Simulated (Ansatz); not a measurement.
A series in volume per atom on BAs

All results are calculated (Ansatz 0.2.0). Kohn-Sham gap and band edges on the k mesh of a periodic cell at fixed atoms; k points in fractions of the reciprocal cell vectors; the gap counts as zero where a band crosses the Fermi level or it is under half the smearing width; plane waves with PAW datasets, Gamma-centred k mesh.

Cell of the first row (space group F-43m, No. 216):
```
cell vectors (Å)
   0.0000     2.3041     2.3041
   2.3041     0.0000     2.3041
   2.3041     2.3041     0.0000
atoms (fractions of the cell vectors)
B   0.25000  0.25000  0.25000
As  0.50000  0.50000  0.50000
```

Settings of every row: functional PBE; dispersion none; spin none; wave cutoff 420 eV; k mesh 10x10x10; occupations gaussian; smearing width 0.02 eV.

Limits: semilocal functionals tend to give too small a gap; no spin-orbit coupling, which shifts gaps with heavier elements (BAs).

Limits of some rows: a crossing between the sampled k points may be missed (row 1, 2, 3, 4).

| row | volume per atom (Å³) | band gap (eV) | least direct gap (eV) |
| --- | --- | --- | --- |
| 1 | 12.233 | 1.07 | 3.426 |
| 2 | 12.65 | 1.106 | 3.379 |
| 3 | 13.067 | 1.141 | 3.335 |
| 4 | 13.484 | 1.173 | 3.294 |
| 5 | 13.901 | 1.204 | 3.256 |
| 6 | 14.318 | 1.233 | 3.22 |
| 7 | 14.735 | ? | ? |
| 8 | 15.291 | 1.292 | 3.144 |

Question: what band gap should row 7 give?

Worked fit of band gap. Take t = volume per atom − 14, in Å³. The shown rows have t = -1.767, -1.35, -0.933, -0.516, -0.099, 0.318, 1.291. Least squares give band gap = 1.211 + 0.07004 × t − 0.00557 × t² eV; a straight line predicts inner rows, each left out in turn, worse (root mean square 0.0047 against 0.00036 eV). All shown rows lie on it to the printed digit. The withheld row has t = 0.735, so the fit gives 1.211 + 0.07004 × (0.735) − 0.00557 × (0.735)² = 1.259 eV.

The calculation gave 1.26 eV. The fit lies 0.001 eV (0.45 % of the column's range) below it, one unit of the last digit.

The other values of row 7: least direct gap 3.187 eV.
